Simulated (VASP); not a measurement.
Runs of VASP 6.6.1 on Si. The structure is cubic, space group Fd-3m (No. 227). The conventional cell has a = 5.444 Å, b = 5.444 Å, c = 5.444 Å, α = 90.00°, β = 90.00°, γ = 90.00°. Si (site symmetry -43m) is surrounded by 4 Si at 2.36 Å. 

```csv
task,level,potentials or basis,cell,k mesh,cutoff (eV),smearing,grid for exact exchange (PRECFOCK),exchange at q = 0,cutoff of the response function,frequency points,empty bands,mesh quality,gap on the mesh (eV),pressure (GPa),relaxed volume (Å³/atom)
relaxation of cell and atoms,vdW-DF,"VASP PAW PBE potentials, release 64 (Si)",relaxed,8 × 8 × 8,600,fermi-dirac 0.05 eV,-,-,-,-,-,not flagged,0.90,0.0,20.94
relaxation of cell and atoms,MS2,"VASP PAW PBE potentials, release 64 (Si)",relaxed,8 × 8 × 8,600,fermi-dirac 0.05 eV,-,-,-,-,-,not flagged,(b),0.0,20.00
band structure,PBEsol0,"VASP PAW PBE potentials, release 64 (Si)",as given,4 × 4 × 4,520,fermi-dirac 0.05 eV,Fast,truncated,-,-,-,coarse,1.94,-1.3,-
relaxation of cell and atoms,AM05,"VASP PAW PBE potentials, release 64 (Si)",relaxed,8 × 8 × 8,600,fermi-dirac 0.05 eV,-,-,-,-,-,not flagged,0.55,0.0,20.09
band structure,PBEsol,"VASP PAW PBE potentials, release 64 (Si)",as given,8 × 8 × 8,520,fermi-dirac 0.05 eV,-,-,-,-,-,not flagged,(a),-0.4,-
relaxation of cell and atoms,PBEsol+D4,"VASP PAW PBE potentials, release 64 (Si)",relaxed,8 × 8 × 8,600,fermi-dirac 0.05 eV,-,-,-,-,-,not flagged,0.48,0.0,19.79
band structure,revTPSS,"VASP PAW PBE potentials, release 64 (Si)",as given,8 × 8 × 8,520,fermi-dirac 0.05 eV,-,-,-,-,-,not flagged,0.60,-0.3,-
```

Alike in all rows: no spin polarisation.

**Question.** Estimate the missing entries.

**Answer.** (a) 0.51; (b) 1.10.

Caveats: some runs use coarse meshes; the PAW data sets were made with another functional, which shifts forces and pressure a little; the mesh misses the band edges, which the band path finds closer together (some runs).

Not every run made on this cell is shown here.
